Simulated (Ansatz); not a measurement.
# Dielectric response of BeS (110) films, part 4 of 4

Aim: the electronic and static ε of zincblende BeS (110) from films of three thicknesses in a field.

Ansatz 0.2.0; plane-wave DFT, PBEsol, Ansatz PAW (set soft_1); PAW set soft_1 (the session's first sound run).

So far. Step 17 (The relaxed film, single point, 24 atoms, units 12): The gap is 2.69 eV, with the valence edge 6.49 eV and the conduction edge 3.80 eV under the upper vacuum level. Step 18 (Single point, 24 atoms, units 12, field 0.1 V/Å): The dipole is 0.160 e·Å, and the gap on the mesh 2.492 eV.

## Step 19: Single point, 24 atoms, units 12, field -0.1 V/Å

Input file input.yaml:

```yaml
crystal:
  lattice:
    - [3.44361002, 0.0, 0.0]
    - [0.0, 4.87, 0.0]
    - [0.0, 0.0, 36.9398551341]
  atoms:
    - { symbol: Be, position: [0.5, 0.5612265987, 0.2568183024] }
    - { symbol: S, position: [0.0, 0.7538765785, 0.2436640762] }
    - { symbol: Be, position: [0.0, -0.007710929, 0.2906183492] }
    - { symbol: S, position: [0.5, 0.2412652573, 0.2922904853] }
    - { symbol: Be, position: [0.5, 0.4942765627, 0.3388302973] }
    - { symbol: S, position: [0.0, 0.7448388628, 0.3381622119] }
    - { symbol: Be, position: [0.0, -0.0060926778, 0.3844746168] }
    - { symbol: S, position: [0.5, 0.2429929221, 0.3847175751] }
    - { symbol: Be, position: [0.5, 0.4944619284, 0.4308258561] }
    - { symbol: S, position: [0.0, 0.7432963492, 0.4307241793] }
    - { symbol: Be, position: [0.0, -0.0056686606, 0.4768925312] }
    - { symbol: S, position: [0.5, 0.2432371536, 0.4769495026] }
    - { symbol: Be, position: [0.5, 0.4943313437, 0.5231074702] }
    - { symbol: S, position: [0.0, 0.7432371561, 0.5230504956] }
    - { symbol: Be, position: [0.0, -0.0055380598, 0.5691741449] }
    - { symbol: S, position: [0.5, 0.2432963575, 0.5692758195] }
    - { symbol: Be, position: [0.5, 0.4939073359, 0.6155253837] }
    - { symbol: S, position: [0.0, 0.7429929332, 0.6152824252] }
    - { symbol: Be, position: [0.0, -0.0057234261, 0.6611697029] }
    - { symbol: S, position: [0.5, 0.2448388719, 0.6618377886] }
    - { symbol: Be, position: [0.5, 0.4922890794, 0.709381651] }
    - { symbol: S, position: [0.0, 0.7412652662, 0.7077095146] }
    - { symbol: Be, position: [0.0, 0.0612266076, 0.7431816974] }
    - { symbol: S, position: [0.5, 0.2538765884, 0.7563359231] }
kpoints:
  mp_grid: { grid: [8, 6, 1] }
hamiltonian:
  xc: pbesol
  pseudopotentials: { kind: paw, azcp: { folder: soft_1 }, xc_functional: pbe }
scf:
  occupations: { method: fixed }
  convergence: { dr2_threshold: 1.0e-10 }
efield:
  axis: 3
  dipole_correction: true
  ramp_position: 0.9661
  ramp_width: 0.0677
  amplitude: -0.1
output:
  write_potential: true
  write_density: true
  volumetric_format: npy
```

Started as:

```bash
$ ansatz run input.yaml --threads 4 --pin off --max-ram 8192MiB --backend cpu --events-out ev --progress --plain --runs-dir out
```

Numbers of over 12 decimals in the logs are rounded to 6 here.

Output:

```text
[...]
Crystal: 24 atoms, lattice volume = 619.495 Å³
Basis set: ecut = 420 eV, 12037 PW (Γ)
Bands: 72, of which v1, the nominal top of the filled ones, is band 48 counted from 1 (47 counted from 0)
Symmetry: 2 space group operations
k-points: 20 of 48 (time reversal used)
[...]
k-point 0: bands = [... 44 lower, -0.1238, -0.0758, 0.0154, 0.0525, 3.0991, 3.4848, 3.9558, 4.4574, ... 20 higher]
  k-point 1: bands = [... 44 lower, -0.3148, -0.2355, -0.2057, -0.0601, 3.3010, 3.6725, 4.1255, 4.5966, ... 20 higher]
  k-point 2: bands = [... 44 lower, -0.7192, -0.6587, -0.5272, -0.2445, 3.8144, 4.1440, 4.5290, 4.7801, ... 20 higher]
  k-point 19: bands = [... 44 lower, -1.0862, -0.9369, -0.7041, -0.3992, 4.0503, 4.3890, 5.5801, 5.5903, ... 20 higher]
[key lines of the parts left out:]
SCF converged after 12 iterations
Free energy (F): -11727.725955 eV
Fermi energy:    0.052521 eV
Dipole field:    D = -0.046761 V/Å  (p = -0.160089 e·Å, saw-weighted, corrected)
```

Elapsed: 37 s, on 4 threads of Arm Neoverse V2, shared host; peak memory 1.7 GiB.

The dipole is -0.160 e·Å, and the gap on the mesh 2.492 eV.

## Step 20: Response with the atoms held, 24 atoms, units 12

This step: plane-wave DFT, PBEsol, Ansatz PAW (set soft_1); response to a field along the normal, atoms held; PAW set soft_1 (Ansatz 0.2.0).

Local field over the applied field, running mean. From the potentials at -0.1 and 0.1 V/Å; running mean over 1.722 Å, taken twice. The local field over applied field by z:

```tsv
z (Å)	local field over applied field
5	0.998
6	0.979
7	0.865
8	0.576
9	0.273
10	0.170
11	0.182
12	0.183
13	0.182
14	0.185
15	0.186
16	0.186
17	0.187
18	0.187
19	0.187
20	0.187
21	0.186
22	0.186
23	0.185
24	0.182
25	0.183
26	0.181
27	0.171
28	0.287
29	0.597
30	0.877
31	0.981
32	0.998
```

The induced dipole is that of a conductor 17.27 Å thick.

## Step 21: Relaxing in the field, 24 atoms, units 12, field 0.05 V/Å

This step: plane-wave DFT, PBEsol, Ansatz PAW (set soft_1); PAW set soft_1 (Ansatz 0.2.0).

The same pair of relaxations in the field for this thickness.

input.yaml: that of step 19 with these lines changed.

```diff
@@ -41,5 +41,8 @@
   dipole_correction: true
-  ramp_position: 0.9661
-  ramp_width: 0.0677
-  amplitude: -0.1
+  ramp_position: 0.97
+  ramp_width: 0.06
+  amplitude: 0.05
+relax:
+  f_tol: 0.0006
+  max_steps: 70
 output:
```

Output:

```text
[...]
Crystal: 24 atoms, lattice volume = 619.495 Å³
Basis set: ecut = 420 eV, 12037 PW (Γ), exchange–correlation on 48×72×500 points (8 copies of the dense FFT grid, shifted against one another)
Bands: 72, of which v1, the nominal top of the filled ones, is band 48 counted from 1 (47 counted from 0)
Symmetry: 2 space group operations
k-points: 20 of 48 (time reversal used)
[...]
- { symbol: Be, position: [0.500000, 0.494035, 0.615538] }
    - { symbol: S, position: [0, 0.743119, 0.615267] }
    - { symbol: Be, position: [0, -0.00555567, 0.661187] }
    - { symbol: S, position: [0.500000, 0.245003, 0.661815] }
    - { symbol: Be, position: [0.500000, 0.492468, 0.709396] }
    - { symbol: S, position: [0, 0.741491, 0.707699] }
    - { symbol: Be, position: [0, 0.061367, 0.743221] }
    - { symbol: S, position: [0.500000, 0.254147, 0.756314] }
[key lines of the parts left out:]
SCF converged after 6 iterations
Free energy (F): -11727.719719 eV
Fermi energy:    0.001395 eV
Dipole field:    D = 0.024803 V/Å  (p = 0.084914 e·Å, saw-weighted, corrected)
```

The job ended after 76 s (4 threads; peak memory 1.4 GiB; 5 min of CPU time).

No atom moved by 0.005 Å in the relaxation.

The relaxation took 4 steps and lowered the energy by 1.2e-4 eV; the largest force on the free atoms ends at 4.9e-4 eV/Å.

The dipole is 0.0849 e·Å, and the gap on the mesh 2.628 eV.

## Step 22: Relaxing in the field, 24 atoms, units 12, field -0.05 V/Å

The opposite sign, again from the field-free geometry; the difference of the two cancels what relaxes without a field.

input.yaml: that of step 21 with these lines changed.

```diff
@@ -43,3 +43,3 @@
   ramp_width: 0.06
-  amplitude: 0.05
+  amplitude: -0.05
 relax:
```

Output:

```text
[...]
Crystal: 24 atoms, lattice volume = 619.495 Å³
Basis set: ecut = 420 eV, 12037 PW (Γ), exchange–correlation on 48×72×500 points (8 copies of the dense FFT grid, shifted against one another)
Bands: 72, of which v1, the nominal top of the filled ones, is band 48 counted from 1 (47 counted from 0)
Symmetry: 2 space group operations
k-points: 20 of 48 (time reversal used)
[...]
- { symbol: Be, position: [0.500000, 0.493836, 0.615512] }
    - { symbol: S, position: [0, 0.742915, 0.615299] }
    - { symbol: Be, position: [0, -0.00584749, 0.661153] }
    - { symbol: S, position: [0.500000, 0.244723, 0.661859] }
    - { symbol: Be, position: [0.500000, 0.492140, 0.709368] }
    - { symbol: S, position: [0, 0.741082, 0.707723] }
    - { symbol: Be, position: [0, 0.061125, 0.743146] }
    - { symbol: S, position: [0.500000, 0.253650, 0.756362] }
[key lines of the parts left out:]
SCF converged after 9 iterations
Free energy (F): -11727.719719 eV
Fermi energy:    0.001415 eV
Dipole field:    D = -0.024794 V/Å  (p = -0.084882 e·Å, saw-weighted, corrected)
```

Run time: 81 s. Hardware: 4 threads; peak memory 1.4 GiB.

Hardly anything moved in the relaxation; the energy changed by under 0.2 meV an atom.

The relaxation took 4 steps and lowered the energy by 1.2e-4 eV; the largest force on the free atoms ends at 2.4e-4 eV/Å.

The dipole is -0.0849 e·Å, and the gap on the mesh 2.628 eV.

## Step 23: Response with the atoms relaxed, 24 atoms, units 12

This step: plane-wave DFT, PBEsol, Ansatz PAW (set soft_1); response to a field along the normal, atoms relaxed; PAW set soft_1 (Ansatz 0.2.0).

Numbers from this step:

```yaml
equivalent_conductor_thickness_p_eps_0ae: 18.32 Å
inner_field_over_outer_field: 0.1379
local_eps_in_the_middle: 7.251
```

Local field over the applied field, running mean. From the potentials at -0.05 and 0.05 V/Å; running mean over 1.722 Å, taken twice. The local field over applied field by z:

z (Å), local field over applied field and a bar:
```
        5      0.998 ##############################
        6      0.977 #############################
        7      0.839 #########################
        8      0.588 #################
        9      0.250 ######
       10      0.053 
       11      0.125 ##
       12      0.162 ###
       13      0.143 ###
       14      0.128 ##
       15      0.138 ###
       16      0.140 ###
       17      0.136 ###
       18      0.138 ###
       19      0.138 ###
       20      0.137 ###
       21      0.141 ###
       22      0.138 ###
       23      0.128 ##
       24      0.144 ###
       25      0.163 ####
       26      0.118 ##
       27      0.052 
       28      0.270 #######
       29      0.608 ##################
       30      0.852 #########################
       31      0.980 #############################
       32      0.998 ##############################
```

The induced dipole is that of a conductor 18.32 Å thick.

## Step 24: Electronic ε from the series

This step: plane-wave DFT, PBEsol, Ansatz PAW (set soft_1); permittivity from the thickness series, atoms held; PAW set soft_1 (Ansatz 0.2.0).

Each added layer adds t(1 − 1/ε) to the dipole term, so the slope against thickness gives ε without a choice of where the film ends.

Numbers from this step:

```
slope                : 0.8132
intercept of the fit : 1.873 Å
ε of the interior    : 5.355
```

Equivalent conductor thickness against distance between the outer atoms:

```tsv
distance between the outer atoms (Å)	equivalent conductor thickness (Å)
7.00	7.56
12.12	11.7
18.94	17.3
```

By hand, from the thinnest and the thickest film: slope = (17.273 − 7.564) / (18.938 − 7.000) = 0.813, so ε = 1/(1 − 0.813) = 5.36.

## Step 25: Static ε from the series

This step: plane-wave DFT, PBEsol, Ansatz PAW (set soft_1); permittivity from the thickness series, atoms relaxed; PAW set soft_1 (Ansatz 0.2.0).

The same fit for the relaxed films. The nearer its slope lies to 1, the more ε hangs on small errors.

This step gave:

```yaml
slope: 0.8613
intercept_of_the_fit: 2.010 Å
eps_of_the_interior: 7.208
```

Equivalent conductor thickness against distance between the outer atoms:

```tsv
distance between the outer atoms (Å)	equivalent conductor thickness (Å)
7.00	8.04
18.94	18.3
```

By hand, from the thinnest and the thickest film: slope = (18.321 − 8.039) / (18.938 − 6.999) = 0.861, so ε = 1/(1 − 0.861) = 7.21. One nm of such a film has the capacitance of 3.9/7.21 = 0.54 nm of SiO₂ (its equivalent oxide thickness).

## Step 26: A changed input

This step: plane-wave DFT, PBEsol, Ansatz PAW (set soft_1) (Ansatz 0.2.0).

System of this step: BeS (110), 5 units. The cell holds 10 atoms: 5 Be and 5 S. Its edges and angles: a = 3.444 Å, b = 4.870 Å, c = 24.887 Å, α = 90.0°, β = 90.0°, γ = 90.0°. It derives from BeS (zincblende BeS). Vacuum lies along c.

A run with a changed input: it repeats the earlier run at 0.1 V/Å, 5 units with basis.ecutwfc to 300 eV.

input.yaml, the sections that differ from step 22:

```yaml
crystal:
  lattice:
    - [3.44361002, 0.0, 0.0]
    - [0.0, 4.87, 0.0]
    - [0.0, 0.0, 24.8872200488]
  atoms:
    - { symbol: Be, position: [0.5, 0.5527433998, 0.3787817926] }
    - { symbol: S, position: [0.0, 0.7454396084, 0.3593753287] }
    - { symbol: Be, position: [0.0, -0.0169625205, 0.4292308551] }
    - { symbol: S, position: [0.5, 0.2323123172, 0.4313043791] }
    - { symbol: Be, position: [0.5, 0.4852950975, 0.5000000005] }
    - { symbol: S, position: [0.0, 0.7376390895, 0.4999999989] }
    - { symbol: Be, position: [0.0, -0.0169624653, 0.5707691441] }
    - { symbol: S, position: [0.5, 0.2323123654, 0.5686956191] }
    - { symbol: Be, position: [0.5, 0.5527434391, 0.6212182089] }
    - { symbol: S, position: [0.0, 0.7454396688, 0.640624673] }
efield:
  axis: 3
  dipole_correction: true
  ramp_position: 0.952
  ramp_width: 0.0959
  amplitude: 0.1
basis:
  ecutwfc: "300 eV"
# kpoints, hamiltonian, scf, output: as in step 22
# relax: removed
```

Output:

```text
Warning: basis.ecutwfc = 300 eV is below the records' recommended 420 eV, and the density's cutoff is lower with it unless basis.ecutrho_ratio is high enough to keep the records' density cutoff: compare with a run at a higher cutoff
[...]
Crystal: 10 atoms, lattice volume = 417.368 Å³
Basis set: ecut = 300 eV, 4911 PW (Γ)
Bands: 30, of which v1, the nominal top of the filled ones, is band 20 counted from 1 (19 counted from 0)
Symmetry: 2 space group operations
k-points: 20 of 48 (time reversal used)
[...]
SCF iter   1: F=—  HF=-4886.734460 eV  |F-HF|=—  |Δ(HF+E_count)|=         —  Δρ=2.74e-2  dr2=3.89e0  ethr=3.10e-3  p=0.082 e·Å  D=3.54e-2 V/Å  ΔV_dip=-0.88 eV  dr2_dipole=7.58e-4  V_vac-E_F(+/−)=9.01/7.70 eV  ⟨swp⟩=6.6  Hψ=3268  notcnv=0  defer=155
[...]
SCF iter  12: F=-4885.488334 eV  HF=-4885.488334 eV  |F-HF|=7.28e-12  |Δ(HF+E_count)|=  6.06e-10  Δρ=8.04e-8  dr2=3.42e-11  ethr=1.00e-12  p=0.070 e·Å  D=3.04e-2 V/Å  ΔV_dip=-0.76 eV  dr2_dipole=5.58e-12  V_vac-E_F(+/−)=7.24/5.81 eV  ⟨swp⟩=23.5  Hψ=4882  notcnv=0
SCF 1 converged in 12 iterations: F = -4885.488334 eV  dr2 = 3.42e-11
[...]
SCF converged after 12 iterations
[...]
Free energy (F): -4885.488334 eV
[...]
Internal energy: -4885.488334 eV  (E = F + TS)
E sigma→0 (E₀):  -4885.488334 eV
Fermi energy:    -2.557112 eV
Dipole field:    D = 0.030380 V/Å  (p = 0.070073 e·Å, saw-weighted, corrected)
Work function:   not extracted (applied field tilts the vacuum); planar V_es + V_field profile in the machine report
[...]
--- Band table (eV; the first three rows and the last of 20) ---
  k-point 0: bands = [... 16 lower, -2.9180, -2.8748, -2.6946, -2.5571, 0.8757, 2.1057, 2.1947, 2.6894, ... 6 higher]
  k-point 1: bands = [... 16 lower, -3.0334, -2.9718, -2.7965, -2.7086, 1.0567, 2.2238, 2.3345, 2.6449, ... 6 higher]
  k-point 2: bands = [... 16 lower, -3.3632, -3.3121, -3.1603, -2.7220, 1.4980, 2.4076, 2.4645, 2.8568, ... 6 higher]
  k-point 19: bands = [... 16 lower, -3.9421, -3.8823, -3.1550, -2.8989, 1.5483, 1.9834, 3.3896, 3.4683, ... 6 higher]
```

Run time: 4.6 s. Hardware: 4 threads; peak memory 0.53 GiB.

```tsv
quantity	this run	earlier run	difference
dipole along the normal (e·Å)	0.07007	0.07011	-3.3e-5
gap on the k-mesh (eV)	2.560	2.553	0.0077
```

Nothing in the table moves by 0.01 in its unit (for the dipole 0.5 % and 5e-5 e·Å).

The change did no harm here.

## Step 27: Varying the input

Another changed input: it repeats the earlier run at 0.1 V/Å, 5 units with scf.mixing.algorithm to broyden, scf.mixing.beta to 0.2 and scf.mixing.ndim to 8.

input.yaml: that of step 26 with these lines changed.

```diff
@@ -24,2 +24,3 @@
   convergence: { dr2_threshold: 1.0e-10 }
+  mixing: { algorithm: broyden, beta: 0.2, ndim: 8 }
 efield:
@@ -34,3 +35 @@
   volumetric_format: npy
-basis:
-  ecutwfc: "300 eV"
```

Output:

```text
[...]
Crystal: 10 atoms, lattice volume = 417.368 Å³
Basis set: ecut = 420 eV, 8097 PW (Γ)
Bands: 30, of which v1, the nominal top of the filled ones, is band 20 counted from 1 (19 counted from 0)
Symmetry: 2 space group operations
k-points: 20 of 48 (time reversal used)
[...]
SCF iter   1: F=—  HF=-4886.869977 eV  |F-HF|=—  |Δ(HF+E_count)|=         —  Δρ=2.74e-2  dr2=3.90e0  ethr=3.10e-3  p=0.082 e·Å  D=3.54e-2 V/Å  ΔV_dip=-0.88 eV  dr2_dipole=7.60e-4  V_vac-E_F(+/−)=9.00/7.70 eV  ⟨swp⟩=7.1  Hψ=3415  notcnv=0  defer=152
[...]
SCF iter  17: F=-4885.618512 eV  HF=-4885.618512 eV  |F-HF|=4.46e-11  |Δ(HF+E_count)|=  2.72e-10  Δρ=1.29e-7  dr2=5.56e-11  ethr=1.00e-12  p=0.070 e·Å  D=3.04e-2 V/Å  ΔV_dip=-0.76 eV  dr2_dipole=3.65e-13  V_vac-E_F(+/−)=7.23/5.80 eV  ⟨swp⟩=21.1  Hψ=5142  notcnv=0
SCF 1 converged in 17 iterations: F = -4885.618512 eV  dr2 = 5.56e-11
[...]
SCF converged after 17 iterations
[...]
Free energy (F): -4885.618512 eV
[...]
Internal energy: -4885.618512 eV  (E = F + TS)
E sigma→0 (E₀):  -4885.618512 eV
Fermi energy:    -2.553185 eV
Dipole field:    D = 0.030397 V/Å  (p = 0.070111 e·Å, saw-weighted, corrected)
Work function:   not extracted (applied field tilts the vacuum); planar V_es + V_field profile in the machine report
[...]
--- Band table (eV; the first three rows and the last of 20) ---
  k-point 0: bands = [... 16 lower, -2.9149, -2.8722, -2.6917, -2.5532, 0.8712, 2.0976, 2.1874, 2.6839, ... 6 higher]
  k-point 1: bands = [... 16 lower, -3.0302, -2.9691, -2.7926, -2.7058, 1.0506, 2.2159, 2.3271, 2.6382, ... 6 higher]
  k-point 2: bands = [... 16 lower, -3.3593, -3.3088, -3.1578, -2.7194, 1.4902, 2.3999, 2.4561, 2.8477, ... 6 higher]
  k-point 19: bands = [... 16 lower, -3.9400, -3.8802, -3.1523, -2.8968, 1.5437, 1.9801, 3.3805, 3.4594, ... 6 higher]
```

It took 9.1 s on 4 threads; peak memory 0.76 GiB.

This step gave:

* gap on the k-mesh: 2.553 eV
* dipole along the normal: 0.07011 e·Å

```tsv
quantity	this run	earlier run	difference
dipole along the normal (e·Å)	0.07011	0.07011	5.5e-6
gap on the k-mesh (eV)	2.553	2.553	-1.8e-6
```

Nothing in the table moves by 0.01 in its unit (for the dipole 0.5 % and 5e-5 e·Å). The run took 17 SCF cycles against 12.

## Step 28: Results

```
electronic ε from the thickness series : 5.35
static ε from the thickness series     : 7.21
local electronic ε, middle of 12 units : 5.35
```

**Reading.** The films give an electronic ε of 5.35 and a static ε of 7.21. The slope of the series and the field inside the thickest film give 5.35 and 5.35, in agreement. Ions raise ε from 5.35 to 7.21. The static value rests on two thicknesses alone. The in-plane lattice constants are held at typed bulk values. Semilocal functionals tend to overestimate the electronic ε a little.

[Logs are printed without paths, hosts, clocks, repeated set-up lines and the standing remarks that a program may print on its own settings, such as how far it seeks lower states.]

[Hosts, paths, dates, database ids (printed as entryN), source tags and the programs' standing remarks are cut or masked in the printed files.]

[Maps of the electrostatic potential energy from Ansatz leave out the sawtooth potential of an applied field or a dipole correction, so their vacuum need not be flat; planar profiles and work functions include it.]
